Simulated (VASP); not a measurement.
A run of VASP 6.6.1 is set up as follows.

INCAR

```
PREC = Accurate
ENCUT = 520
EDIFF = 1E-7
ISMEAR = -1
SIGMA = 0.05
LREAL = False
LASPH = True
NELM = 100
ALGO = Normal
ISIF = 2
LWAVE = False
LCHARG = False
GGA = PS
NBANDS = 16
```

File KPOINTS:

```
regular mesh
0
Gamma
  8 8 4
```

The input POSCAR:

```
MgS
1.0
    4.0346224068      0.0000000000      0.0000000000
   -2.0173112034      3.4940854990      0.0000000000
    0.0000000000      0.0000000000      6.4322941800
S Mg
2 2
Direct
    0.6666666667      0.3333333333      0.8792441500
    0.3333333333      0.6666666667      0.3792441500
    0.3333333333      0.6666666667      0.9957548500
    0.6666666667      0.3333333333      0.4957548500
```

Potentials or basis: VASP PAW PBE potentials, release 64 (S, Mg).

Launch:

```sh
$ cat potpaw_PBE.64/S/POTCAR potpaw_PBE.64/Mg/POTCAR > POTCAR
$ mpirun -np 1 vasp_std > vasp.out
```

(1) Predict the pressure.

(2) Estimate the largest force.

(3) Estimate the band gap on the k mesh.

Results:

(1) -0.4 GPa.

(2) 0.045 eV/Å.

(3) 3.27 eV, direct.

Caveat: the PAW data sets were made with another functional, which shifts forces and pressure a little.
